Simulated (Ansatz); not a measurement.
Input:

Relaxed ZnTe (zinc blende):

```xyz
2
Lattice="0.0000 3.0895 3.0895 3.0895 0.0000 3.0895 3.0895 3.0895 0.0000" Properties=species:S:1:pos:R:3 pbc="T T T"
Te     4.6343     4.6343     4.6343
Zn     0.0000     0.0000     0.0000
```

A phonon eigenvector at Γ is frozen into this cell: atom i moves by Q times the vector below, so Q is the largest atomic displacement, in Å. The cell is held. It is one choice among 3 degenerate patterns.

| atom | x | y | z |
|---|---|---|---|
| Te1 | 0.000 | 0.000 | 0.512 |
| Zn2 | 0.000 | 0.000 | -1.000 |

Method: PBE (plane waves to 420 eV, PAW, scalar-relativistic; Ansatz, a quantum-chemistry and plane-wave program). k mesh 9×9×9 (Γ-centred), Fermi-Dirac smearing 0.05 eV. The energy includes the smearing's −TS. Spin-orbit coupling is left out, though Te is heavy. ZnTe was relaxed with its symmetry unable to fall. ΔE is measured from the undisplaced structure.

The scan covers Q from -0.280 to 0.280 Å in 13 points.

Is this a single well or a double well?

A single well with its minimum at or next to zero displacement.

Is the energy the same for equal positive and negative displacements?

Even: the same for both signs.

Which space group does the distorted structure have?

Imm2 (No. 44), lowered from F-43m.

What is the energy change at Q = 0.280 Å?

388 meV/cell.

What harmonic wavenumber does the curvature at Q = 0 give?

168 cm⁻¹.

(A displaced cell: forces are minus the slopes of the energy, force constants its curvatures, and phonons follow from these.)
